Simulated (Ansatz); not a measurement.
The system is KBr.

```
Br K
1.0
     0.00000    3.30000    3.30000
     3.30000    0.00000    3.30000
     3.30000    3.30000    0.00000
Br K
1 1
Direct
  0.50000 0.50000 0.50000
  0.00000 0.00000 0.00000
```

A run of Ansatz 0.2.0 on this cell left the log below. Logs are shortened: lines on timing, memory, paths and dates and some standing lists are left out, and cuts for length are marked.

```text
Warning: RAYON_NUM_THREADS=1 ignored (pool sized by the plan → 1); use --threads N
The last accepted step is kept in <dir> (removed where the run ends without a failure and the disk answers)
LAPW: plane waves up to 6.007 Å⁻¹, error target 1.0e-3 eV per atom; small_component_spin mean_spin; K in spheres of 1.611 Å, 9 of its electrons in bands, Dirac shells []; Br in spheres of 1.590 Å, 25 of its electrons in bands, Dirac shells [] (how accurate: hamiltonian.pseudopotentials.lapw.basis_error, Limitations)
Engine: ansatz 0.2.0, aarch64-unknown-linux-gnu
Pseudopotentials: kind: all_electron
Pseudopotential: Br, LAPW, valence charge 25, lapw/all_electron/scalar/gaussian/Br, Koelling and Harmon's equation, gaussian nucleus
Pseudopotential: K, LAPW, valence charge 9, lapw/all_electron/scalar/gaussian/K, Koelling and Harmon's equation, gaussian nucleus
Functional definition: PBEsol
  exchange = pbesol_x
  correlation = pbesol_c
Crystal: 2 atoms, lattice volume = 71.874 Å³
Basis set: ecut = 137.47375220273375 eV, 259 PW (Γ), exchange–correlation at level 2
Bands: 21, of which v1, the nominal top of the filled ones, is band 17 counted from 1 (16 counted from 0)
Symmetry: 48 space group operations
Space group: Fm-3m (ITA 225), of the structure as read, at distance tolerance 4.2e-5 Å
k-points: 20 of 343
Non-local potential: Br, projectors of the file, none
Non-local potential: K, projectors of the file, none
Initial density: superposition of atomic densities (chi_scale 0.1, normalization cell, long waves kept (reshape's long-wave potential 0.00 eV rms))
Initial wavefunctions: plane waves of lowest kinetic energy (no species holds an atomic orbital)
Functional: x = pbesol(κ = 0.804, μ = 0.12345679012345678), c = pbesol(β = 0.046)
iter 1 solved again at ethr=1.05e-3 eV; its pass at ethr=1.00e-1 eV (dr2=3.59e-1 eV) is discarded
SCF iter   1: F=—  HF=-87244.964882 eV  |F-HF|=—  |Δ(HF+E_count)|=         —  Δρ=1.37e-2  dr2=3.58e-1  ethr=1.05e-3  ⟨swp⟩=2.1  Hψ=2687  notcnv=0
preconditioner: auto → none  [insulator: Δε(μ)=4.740 eV  Ē_g=14.690 eV  σ=0.050 eV  W_gap=1.00  n_scr=14 (ndim 8)  ℏωp=16.4 eV  f_vac=0.107  D(μ)=0.00/eV (n_scr^D=0)  ε∞_Penn≈2.2]
iter 2 solved again at ethr=4.98e-5 eV; its pass at ethr=1.05e-3 eV (dr2=1.69e-2 eV) is discarded
[... 32 lines left out ...]
iter 1 solved again at ethr=1.51e-10 eV; its pass at ethr=1.00e-1 eV (dr2=5.12e-8 eV) is discarded
SCF iter   1: F=—  HF=-87244.819791 eV  |F-HF|=—  |Δ(HF+E_count)|=         —  Δρ=5.27e-6  dr2=5.13e-8  ethr=1.51e-10  ⟨swp⟩=6.7  Hψ=2423  notcnv=0
preconditioner: auto → none  [insulator: Δε(μ)=4.339 eV  Ē_g=14.689 eV  σ=0.050 eV  W_gap=1.00  n_scr=14 (ndim 8)  ℏωp=16.6 eV  f_vac=0.258  D(μ)=0.00/eV (n_scr^D=0)  ε∞_Penn≈2.3]
SCF iter   2: F=-87244.819771 eV  HF=-87244.819771 eV  |F-HF|=6.26e-9  |Δ(HF+E_count)|=   2.03e-5  Δρ=2.52e-6  dr2=1.13e-8  ethr=1.51e-10  ⟨swp⟩=3.0  Hψ=1460  notcnv=0
SCF 4 converged in 2 iterations: F = -87244.819771 eV  dr2 = 1.13e-8
relax step   4: F+E_penalty+E_count = -87244.81977073 eV  Δ(F+E_penalty+E_count) = -1.385e-7 eV  max|allowed force component| = 2.383e-31 eV/Å  Δτ_max = 0.0000 Å  P = +0.009 GPa  Ω = 70.214 Å³  stress off target by 8.99e-3 GPa  SCF on the basis re-selected at this cell (its energy is not comparable with the rows above)  (2 SCF iters)
basis re-selected at this cell: Δ(F+E_penalty+E_count) = -1.385e-7 eV, ΔP = -0.000 GPa vs the last step (what re-selecting the basis moved, after the strain that the cell walked since its last selection, with what the two solves' SCF thresholds leave and, on support functions, any second-order correction that the steps lacked; it is no measure of the basis error at this ecutwfc). This SCF's stress stands 8.99e-3 GPa from its target on what of the cell is left free (relax.cell.stress_tol is 5.00e-2 GPa) and its largest allowed force component is 2.38e-31 eV/Å (relax.f_tol is 5.00e-3 eV/Å): within both
SCF converged after 2 iterations
Free energy (F): -87244.819771 eV
Harris-Foulkes:  -87244.819771 eV  (|F-HF|=6.26e-9)
Internal energy: -87244.819771 eV  (E = F + TS)
E sigma→0 (E₀):  -87244.819771 eV
Fermi energy:    4.463965 eV
--- Per-component energies (eV) ---
  E_band       = -2101.797062
  E_kinetic    = 89128.984416
  E_xc         = -3352.805319
  E_electrostatic = -173020.998868  (all electrons and nuclei)
  E_smearing   = -0.000000  (= −TS)
  E_closure    = 0.000000  (closes the sum)
  E_atoms      = -87238.396211  (free atoms, spherical and without spin; not in F)
  Σ components = -87244.819771   (vs F -87244.819771, Δ=0.00e0)
  Basis errors (estimates in eV, not in F): energy 4.5e-4 per atom: plane waves 4.3e-4 (2.3e-4 summed), levels above the bands 1.5e-48, relativity 7.5e-9, radial functions 2.2e-5, core shells 4.8e-7; eigenvalues (radial functions only) 2.3e-6; not estimated: angular momenta, meshes, grids; target (lapw.basis_error) 1.0e-3; muffin-tin radii K 1.598 Å, Br 1.578 Å
--- Forces (eV/Å), atoms counted from 1 ---
  atom   1  Br     0.00000000    -0.00000000     0.00000000
  atom   2  K     -0.00000000    -0.00000000     0.00000000
  max |Σ_I F_I| component: 2.88e-31 eV/Å
--- Stress (GPa, compression-positive) ---
        0.008989       0.000000      -0.000000
        0.000000       0.008989       0.000000
       -0.000000       0.000000       0.008989
  P = ⅓ Tr σ = 0.0090 GPa (0.090 kbar)
--- Relaxed structure (3 steps of the walk, 3 accepted, 1 SCFs on fresh bases) ---
  F+E_penalty+E_count = -87244.81977073 eV   max|allowed force component| = 2.383e-31 eV/Å   (the final SCF, on the basis selected at the relaxed cell)
  cell:  # Å, volume = 70.2143 Å³
    - [3.2164535957653403e-34, 3.274400861373994, 3.274400861373994]
    - [3.274400861373994, 2.4205387108062732e-34, 3.274400861373994]
    - [3.274400861373994, 3.274400861373994, -9.869913361926522e-35]
  atoms:
    - { symbol: Br, position: [0.5, 0.5, 0.5] }
    - { symbol: K, position: [2.431729727871138e-36, -1.595822633906622e-36, -3.4196199298141226e-36] }
```

**Question.** What input gives this log?

**Answer.** Relaxation of cell and atoms with PBEsol, no spin polarisation. The files as run (others can give the same):

input.yaml
```yaml
crystal:
  lattice:
    - [0.0, 3.3, 3.3]
    - [3.3, 0.0, 3.3]
    - [3.3, 3.3, 0.0]
  atoms:
    - { symbol: Br, position: [0.5, 0.5, 0.5] }
    - { symbol: K, position: [0.0, 0.0, 0.0] }
kpoints:
  mp_grid: { grid: [7, 7, 7] }
scf:
  occupations: { method: fermi_dirac, width: 0.05 }
hamiltonian:
  xc: pbesol
  pseudopotentials: { kind: all_electron, lapw: { basis_error: 0.001 } }
output:
  forces: true
  stress: true
relax:
  f_tol: 0.005
  max_steps: 60
  cell: {}
```

Potentials or basis: all-electron LAPW, scalar-relativistic.
Command:
```bash
$ ansatz run input.yaml --threads 1 --pin off --max-ram 3072MiB --backend cpu --events-out ev --progress --plain --runs-dir out
```

Caveat: an odd mesh through Γ misses points on the zone boundary, where band edges often lie.
